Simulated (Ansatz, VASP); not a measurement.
**MnSi: VASP beside Ansatz**

The input INCAR:

```
SYSTEM = MnSi
ALGO = Normal
EDIFF = 1E-8
ENCUT = 520
GGA = PE
GGA_COMPAT = .FALSE.
ISIF = 2
ISMEAR = -1
LASPH = .TRUE.
LCHARG = .FALSE.
LEFG = .TRUE.
LMAXMIX = 4
LORBIT = 11
LORBMOM = .TRUE.
LREAL = .FALSE.
LSORBIT = .TRUE.
LWAVE = .FALSE.
MAGMOM = 0 0 4 0 0 0
NBANDS = 29
NELM = 150
PREC = Accurate
SIGMA = 0.05
```

Contents of KPOINTS:

```
k-points
0
G
  15 15 15
  0 0 0
```

The input POSCAR:

```
MnSi
1.0
    0.0000000000      2.4224953662      2.4224953662
    2.4224953662      0.0000000000      2.4224953662
    2.4224953662      2.4224953662      0.0000000000
Mn Si
1 1
Direct
    0.0000000000      0.0000000000      0.0000000000
    0.5000000000      0.5000000000      0.5000000000
```

Input for Ansatz:

```yaml
crystal:
  lattice:
    - [0.0, 2.4224953662, 2.4224953662]
    - [2.4224953662, 0.0, 2.4224953662]
    - [2.4224953662, 2.4224953662, 0.0]
  atoms:
    - { symbol: Mn, position: [0.0, 0.0, 0.0], spin: 4.0 }
    - { symbol: Si, position: [0.5, 0.5, 0.5] }
magnetization:
  noncollinear: true
  spin_orbit: true
kpoints:
  mp_grid: { grid: [15, 15, 15] }
  band_path:
    path:
      - [0.0, 0.0, 0.0]
      - [0.5, 0.0, 0.5]
      - [0.625, 0.25, 0.625]
      - [0.375, 0.375, 0.75]
      - [0.0, 0.0, 0.0]
      - [0.5, 0.5, 0.5]
      - [0.5, 0.25, 0.75]
      - [0.5, 0.0, 0.5]
    npoints: 5
scf:
  occupations: { method: fermi_dirac, width: 0.05 }
hamiltonian:
  xc: pbe
  pseudopotentials: { kind: paw_fr }
output:
  forces: true
  stress: true
  eigenvalues: true
  efg: { contact_densities: true }
```

Alike in both runs: task electric field gradients; functional PBE; k mesh 15 × 15 × 15; occupations fermi-dirac, width 0.05 eV; non-collinear spin, spin-orbit coupling.

|  | VASP | Ansatz |
| --- | --- | --- |
| version | VASP 6.6.1 | Ansatz 0.2.0 |
| potentials or method | VASP PAW PBE potentials, release 64 (Mn_pv, Si) | PAW with Ansatz's default frozen-core files, fully relativistic files with spin-orbit coupling |
| plane-wave cutoff (eV) | 520 | 420 |
| valence electrons in the cell | 17 | 19 |

|  | VASP | Ansatz | Ansatz less VASP |
| --- | --- | --- | --- |
| pressure (GPa) | 0.0 | 0.0 | +0.05 |
| net moment per atom (μB) | 1.24 | 1.24 | 0.000 |
| Vzz of the field gradient on the site that differs most (V/Å²) | 0.0 | 0.0 | 0.00 |

With one functional, cell and mesh, what is left measures potentials, basis and numerics. The two sets of potentials don't hold the same shells in valence. Ansatz warned: «stress_scf_threshold_loose».
